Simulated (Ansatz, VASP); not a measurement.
## Two plane-wave programs on Mo

```
Mo
1.0
     4.70773    0.00000    0.00000
    -2.35386    4.07701    0.00000
     0.00000    0.00000    2.88604
Mo
3
Direct
  0.00000 0.00000 0.00000
  0.33333 0.66667 0.50000
  0.66667 0.33333 0.50000
```

Alike in both runs: task single point; functional r2SCAN; k mesh 6 × 6 × 6; occupations gaussian, width 0.1 eV; no spin polarisation.

```csv
,VASP,Ansatz
version,VASP 6.6.1,Ansatz 0.2.0
potentials or method,"VASP PAW PBE potentials, release 64 (Mo_sv)","scalar-relativistic, plane waves, PAW"
plane-wave cutoff (eV),520,500
valence electrons in the cell,42,42
```

```csv
,VASP,Ansatz,Ansatz less VASP
gap on the k mesh at the Fermi level (eV),none,none,-
pressure (GPa),-26.4,-26.9,-0.52
largest component of the traceless stress (GPa),15.06,14.98,-0.078
```

A gap of «none» marks a metal or a gap that the smearing closes. The functional is the same, so the differences come from potentials, cutoffs and numerics.

Caveats: the k mesh is coarse (spacing up to 0.36 Å⁻¹), so the values aren't converged; so large a pressure means that the cell lies far from this level's equilibrium, or that cutoff or potentials fall short (VASP); the potentials were made for another functional, which shifts forces and pressure (VASP).
